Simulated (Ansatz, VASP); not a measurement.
**One calculation of SnGe2, two programs**

The input INCAR:

```
  PREC = Accurate
  ENCUT = 600
  EDIFF = 1E-6
  ISMEAR = 0
  SIGMA = 0.1
  LREAL = False
  LASPH = True
  NELM = 100
  ALGO = Normal
  ISIF = 3
  LWAVE = False
  LCHARG = False
  GGA = CA
  IBRION = 2
  NSW = 100
  EDIFFG = -0.05
```

The input KPOINTS:

```
regular mesh
0
Gamma
  6 6 6
```

The input POSCAR:

```
SnGe2
1.0
    0.0000000000      3.0906417255      3.0906417255
    3.0906417255      0.0000000000      3.0906417255
    3.0906417255      3.0906417255      0.0000000000
Sn Ge
1 2
Direct
    0.0000000000      0.0000000000      0.0000000000
    0.7500000000      0.7500000000      0.7500000000
    0.2500000000      0.2500000000      0.2500000000
```

Input for Ansatz:

```yaml
crystal:
  lattice:
    - [0.0, 3.0906417255, 3.0906417255]
    - [3.0906417255, 0.0, 3.0906417255]
    - [3.0906417255, 3.0906417255, 0.0]
  atoms:
    - { symbol: Sn, position: [0.0, 0.0, 0.0] }
    - { symbol: Ge, position: [0.75, 0.75, 0.75] }
    - { symbol: Ge, position: [0.25, 0.25, 0.25] }
basis:
  ecutwfc: 420
kpoints:
  mp_grid: { grid: [6, 6, 6] }
hamiltonian:
  xc: lda
scf:
  occupations: { method: gaussian, width: 0.1 }
output:
  forces: true
  stress: true
  eigenvalues: true
relax:
  adjacent_minimum: "off"
  f_tol: 0.05
  max_steps: 80
  cell: { stress_tol: 0.5 }
```

The cell comes from a database or a generator and needn't be the stable form of this composition.

Alike in both runs: task relaxation of cell and atoms; functional LDA; k mesh 6 × 6 × 6; occupations gaussian, width 0.1 eV; no spin polarisation.

|  | VASP | Ansatz |
| --- | --- | --- |
| version | VASP 6.6.1 | Ansatz 0.2.0 |
| potentials or method | VASP PAW LDA potentials, release 64 (Sn_d, Ge_d) | scalar-relativistic, plane waves, PAW |
| plane-wave cutoff (eV) | 600 | 420 |
| valence electrons in the cell | 42 | 42 |

Ansatz gave:

```
gap on the k mesh at the Fermi level, each at its own relaxed structure (eV) : none
relaxed volume (Å³/atom)                                                     : 24.13
relaxed cell length with the largest relative difference (Å)                 : 4.678
energy change over the relaxation (meV/atom)                                 : -223
```

Problem. Which values does VASP return?

Solution. gap on the k mesh at the Fermi level, each at its own relaxed structure (eV): none; relaxed volume (Å³/atom): 24.20; relaxed cell length with the largest relative difference (Å): 4.683; energy change over the relaxation (meV/atom): -227.

A gap of «none» marks a metal or a gap that the smearing closes.

Caveats: the volume moved by over 15 % at a fixed basis, so the end points are rough.
